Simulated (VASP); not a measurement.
# VASP 6.6.1 run: SiO2

INCAR

```
LCHARG = .FALSE.
LASPH = .TRUE.
LREAL = .FALSE.
NBANDS = 25
NSW = 0
ENCUT = 100
SIGMA = 0.02
ISIF = 2
GGA = PE
LWAVE = .FALSE.
ISMEAR = -1
EDIFF = 1E-7
PREC = Accurate
IBRION = -1
NELM = 71
```

KPOINTS

```
KPOINTS created by Atomic Simulation Environment
0
Gamma
6 6 10
0 0 0
```

POSCAR

```
Si O
 1.0000000000000000
     4.1851887985999996    0.0000000000000000    0.0000000000000000
     0.0000000000000000    4.1851887985999996    0.0000000000000000
     0.0000000000000000    0.0000000000000000    2.5620862952999999
 Si  O
   2   4
Cartesian
  0.0000000000000000  0.0000000000000000  0.0000000000000000
  2.0925943992999998  2.0925943992999998  1.2810431476499999
  1.2797509969136254  1.2797509969136254  0.0000000000000000
  0.8128434023863741  3.3723453962136256  1.2810431476499999
  3.3723453962136256  0.8128434023863741  1.2810431476499999
  2.9054378016863738  2.9054378016863738  0.0000000000000000
```

The recommended PBE PAW datasets give the neutral cell 32 valence electrons.

Command

```
mpirun -np 1 vasp_std
```

OSZICAR

```
N       E                     dE             d eps       ncg     rms          rms(c)
DAV:   1    -0.317323567346E+02   -0.31732E+02   -0.50677E+03  3418   0.329E+02
DAV:   2    -0.795021955976E+02   -0.47770E+02   -0.46381E+02  3817   0.107E+02
DAV:   3    -0.802258538959E+02   -0.72366E+00   -0.72241E+00  3594   0.120E+01
DAV:   4    -0.802273801252E+02   -0.15262E-02   -0.15258E-02  3645   0.543E-01
DAV:   5    -0.802273887774E+02   -0.86521E-05   -0.86514E-05  3593   0.294E-02    0.583E+01
DAV:   6    -0.493770631896E+02    0.30850E+02   -0.23036E+01  3468   0.271E+01    0.383E+01
DAV:   7    -0.440136770354E+02    0.53634E+01   -0.12919E+01  3715   0.202E+01    0.137E+01
DAV:   8    -0.441389291876E+02   -0.12525E+00   -0.25360E-01  3660   0.269E+00    0.889E-01
DAV:   9    -0.441127362886E+02    0.26193E-01   -0.32438E-02  3389   0.998E-01    0.481E-01
DAV:  10    -0.441125348401E+02    0.20145E-03   -0.74174E-04  3658   0.175E-01    0.241E-01
DAV:  11    -0.441111549191E+02    0.13799E-02   -0.21303E-03  3547   0.269E-01    0.340E-02
DAV:  12    -0.441111394709E+02    0.15448E-04   -0.10659E-04  3558   0.578E-02    0.402E-02
DAV:  13    -0.441111395443E+02   -0.73480E-07   -0.16650E-06  3615   0.734E-03    0.944E-03
DAV:  14    -0.441111393356E+02    0.20873E-06   -0.25779E-07  3057   0.272E-03    0.256E-03
DAV:  15    -0.441111392736E+02    0.61998E-07   -0.18485E-08  1759   0.856E-04
   1 F= -.44111139E+02 E0= -.44111139E+02  d E =-.125739E-08
```

Standard output (part)

```
POSCAR found type information on POSCAR SiO
 POSCAR found :  2 types and       6 ions
 LDA part: xc-table for (Slater+PW92), standard interpolation
 POSCAR, INCAR and KPOINTS ok, starting setup
 WAVECAR not read
 entering main loop
```

From OUTCAR

```
k-points           NKPTS =     60   k-points in BZ     NKDIM =     60   number of bands    NBANDS=     25

   NELECT =      32.0000    total number of electrons

   dimension x,y,z NGX =    14 NGY =   14 NGZ =    8
   dimension x,y,z NGXF=    28 NGYF=   28 NGZF=   16

  energy-cutoff  :      100.00
  volume of cell :       44.88
      direct lattice vectors                 reciprocal lattice vectors
     4.185188799  0.000000000  0.000000000     0.238937847  0.000000000  0.000000000
     0.000000000  4.185188799  0.000000000     0.000000000  0.238937847  0.000000000
     0.000000000  0.000000000  2.562086295     0.000000000  0.000000000  0.390306916

 k-points in reciprocal lattice and weights: KPOINTS created by Atomic Simulation Env
   0.00000000  0.00000000  0.00000000       0.003
   0.16666667  0.00000000  0.00000000       0.011
   0.33333333  0.00000000  0.00000000       0.011
   0.50000000  0.00000000  0.00000000       0.006
   0.16666667  0.16666667  0.00000000       0.011
   0.33333333  0.16666667  0.00000000       0.022
   0.50000000  0.16666667  0.00000000       0.011
   0.33333333  0.33333333  0.00000000       0.011
   ...

 E-fermi :  15.1674

 k-point     1 :       0.0000    0.0000    0.0000
  band No.  band energies     occupation
      1     -17.9809      2.00000
      2     -15.5797      2.00000
      3     -15.3555      2.00000
      4     -15.3555      2.00000
      5      -3.7272      2.00000
      6       2.1416      2.00000
      7       2.1416      2.00000
      8       2.9018      2.00000
      9       5.9874      2.00000
     10       6.0267      2.00000
     11       9.3391      2.00000
     12       9.5956      2.00000
     13       9.5956      2.00000
     14      11.9963      2.00000
     15      11.9963      2.00000
     16      14.8704      2.00000
     17      15.4642      0.00000
     18      18.4432      0.00000
     19      19.3053      0.00000
     20      19.3053      0.00000
     21      22.5649      0.00000
     22      23.7267      0.00000
     23      26.6841      0.00000
     24      26.6841      0.00000
     25      27.9984      0.00000

 k-point     2 :       0.1667    0.0000    0.0000
  band No.  band energies     occupation
      1     -18.1317      2.00000
      2     -16.1364      2.00000
      3     -15.3652      2.00000
      4     -15.3050      2.00000
      5      -3.4713      2.00000
      6       1.6628      2.00000
      7       2.2087      2.00000
      8       3.3287      2.00000
      9       6.0187      2.00000
     10       6.1905      2.00000
     11       8.2521      2.00000
     12       8.5279      2.00000
     13       9.2529      2.00000
     14       9.6626      2.00000
     15      11.8642      2.00000
     16      14.1163      2.00000
     17      16.3759      0.00000
     18      18.7262      0.00000
     19      19.1217      0.00000
     20      19.4327      0.00000
     21      22.9235      0.00000
     22      23.8634      0.00000
     23      25.4582      0.00000
     24      25.6915      0.00000
     25      28.0298      0.00000

 ...

  Total     -191.9951823   -191.9951823   -173.9428509      0.0000000      0.0000000      0.0000000
  in kB    -6854.5200583  -6854.5200583  -6210.0243683      0.0000000      0.0000000      0.0000000
  external PRESSURE =   -6639.6881616 kB  Pullay stress =       0.0000000 kB

 POSITION                                       TOTAL-FORCE (eV/Angst)
 -----------------------------------------------------------------------------------
      0.00000      0.00000      0.00000        -0.000000      0.000000     -0.000000
      2.09259      2.09259      1.28104        -0.000000      0.000000     -0.000000
      1.27975      1.27975      0.00000         1.325990      1.325990      0.000000
      0.81284      3.37235      1.28104        -1.325990      1.325990      0.000000
      3.37235      0.81284      1.28104         1.325990     -1.325990     -0.000000
      2.90544      2.90544      0.00000        -1.325990     -1.325990     -0.000000
 -----------------------------------------------------------------------------------
    total drift:                                0.000000      0.000000      0.000000

  FREE ENERGIE OF THE ION-ELECTRON SYSTEM (eV)
  ---------------------------------------------------
  free  energy   TOTEN  =       -44.1111392736 eV

  energy  without entropy=      -44.1111392723  energy(sigma->0) =      -44.11113927
```

It converged. Results: gap between bands v and c on the k mesh 0.59 eV; least direct gap on the k mesh 0.59 eV; pressure -664.0 GPa; largest force 1.88 eV/Å. Band v is the last that the valence electrons fill when counted band by band, and c is the next.

These settings aren't sound, so the numbers aren't properties of the crystal.

The fault: cutoff far too low.

On sound settings PBE gives a gap of 6.40 eV on its mesh and a pressure of 27.2 GPa for the intended cell. This run's energy (σ→0) differs from it by 306 meV an atom.

The run took about 6.7 s on one core of a shared host (Intel Xeon Platinum 8488C) and held 0.11 GiB at most.
